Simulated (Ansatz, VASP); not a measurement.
This is a calculation of Bi for Ansatz 0.2.0.

Contents of input.yaml:

```yaml
crystal:
  lattice:
    - [-1.9945529707, 1.9945529707, 1.9945529707]
    - [1.9945529707, -1.9945529707, 1.9945529707]
    - [1.9945529707, 1.9945529707, -1.9945529707]
  atoms:
    - { symbol: Bi, position: [0.0, 0.0, 0.0] }
kpoints:
  mp_grid: { grid: [9, 9, 9] }
scf:
  occupations: { method: fermi_dirac, width: 0.05 }
hamiltonian:
  xc: pbe
  pseudopotentials: { kind: all_electron, lapw: { basis_error: 0.0005 } }
output:
  forces: true
  stress: true
  eigenvalues: true
```

Potentials or basis: all-electron LAPW, scalar-relativistic.

Launch:

```sh
$ ansatz run input.yaml --threads 1 --pin off --max-ram 2560MiB --backend cpu --events-out ev --progress --plain --runs-dir out
```

**Question.** Set up the same calculation for VASP 6.6.1. Potentials there: VASP PAW PBE potentials, release 64 (Bi_d).

**Answer.** As run (the cutoff follows the program's own potentials):

The input INCAR:

```
ALGO = Fast ; EDIFF = 1E-7
ENCUT = 520 ; GGA = PE
ISIF = 2 ; ISMEAR = -1
LASPH = T ; LCHARG = F
LREAL = F ; LWAVE = F
NBANDS = 14 ; NELM = 100
PREC = Accurate ; SIGMA = 0.05
```

The input KPOINTS:

```
k-points
0
Gamma
  9 9 9
```

The input POSCAR:

```
Bi
1.0
   -1.9945529707      1.9945529707      1.9945529707
    1.9945529707     -1.9945529707      1.9945529707
    1.9945529707      1.9945529707     -1.9945529707
Bi
1
Direct
    0.0000000000      0.0000000000      0.0000000000
```

Potentials or basis: VASP PAW PBE potentials, release 64 (Bi_d).

The run is started by

```console
$ cat potpaw_PBE.64/Bi_d/POTCAR > POTCAR
$ mpirun -np 1 vasp_std > vasp.out
```

Both were run:

|  | VASP | Ansatz | Ansatz less VASP |
| --- | --- | --- | --- |
| gap on the k mesh at the Fermi level (eV) | none | none | - |
| pressure (GPa) | -0.2 | -0.2 | +0.04 |

A gap of «none» marks a metal or a gap that the smearing closes. Ansatz ran all-electron here, so the differences hold the error of VASP's frozen core and of both bases.

Caveats: spin-orbit coupling is left out, which moves the levels of the heavy elements.
